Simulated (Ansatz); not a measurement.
Stackings of close-packed layers of CaSe (capitals for Ca, lower case for the other element), each relaxed to a stress under 0.05 GPa; energies count from the stacking AcBaCb (Fm-3m).

These are results of DFT PBE, scalar-relativistic, plane waves, PAW (Ansatz 0.2.0), not measurements.

Cutoff 420 eV, Gaussian smearing of 0.02 eV, energies at zero smearing, symmetry of each start kept, no spin polarisation.

```json
{"start": "AbAc", "atoms": "4", "k mesh": "9×9×6", "excess energy (meV/atom)": "69.1", "spacing of like layers (Å)": "3.599", "a (Å)": "4.148", "gap on the mesh (eV)": "2.25"}
{"start": "AcBc", "atoms": "4", "k mesh": "9×9×6", "excess energy (meV/atom)": "138.1", "spacing of like layers (Å)": "3.674", "a (Å)": "4.106", "gap on the mesh (eV)": "1.72"}
{"start": "AcBcAbCb", "atoms": "8", "k mesh": "9×9×3", "excess energy (meV/atom)": "67.3", "spacing of like layers (Å)": "3.555", "a (Å)": "4.160", "gap on the mesh (eV)": "1.91"}
{"start": "AcBaCbAbCaBc", "atoms": "12", "k mesh": "9×9×2", "excess energy (meV/atom)": "45.5", "spacing of like layers (Å)": "3.519", "a (Å)": "4.177", "gap on the mesh (eV)": "1.97"}
{"start": "AcBcAcBaCbAbCb", "atoms": "14", "k mesh": "9×9×2", "excess energy (meV/atom)": "78.8", "spacing of like layers (Å)": "3.577", "a (Å)": "4.151", "gap on the mesh (eV)": "1.87"}
{"start": "AcBaCbAbCbAbCb", "atoms": "14", "k mesh": "9×9×2", "excess energy (meV/atom)": "80.2", "spacing of like layers (Å)": "3.581", "a (Å)": "4.150", "gap on the mesh (eV)": "1.84"}
```

An odd mesh misses points on the zone edge, so a gap read on it can be too wide.

Cost: 6 runs of about 6 core-minutes in all, on AMD EPYC 9R45 (Zen 5) (shared hosts).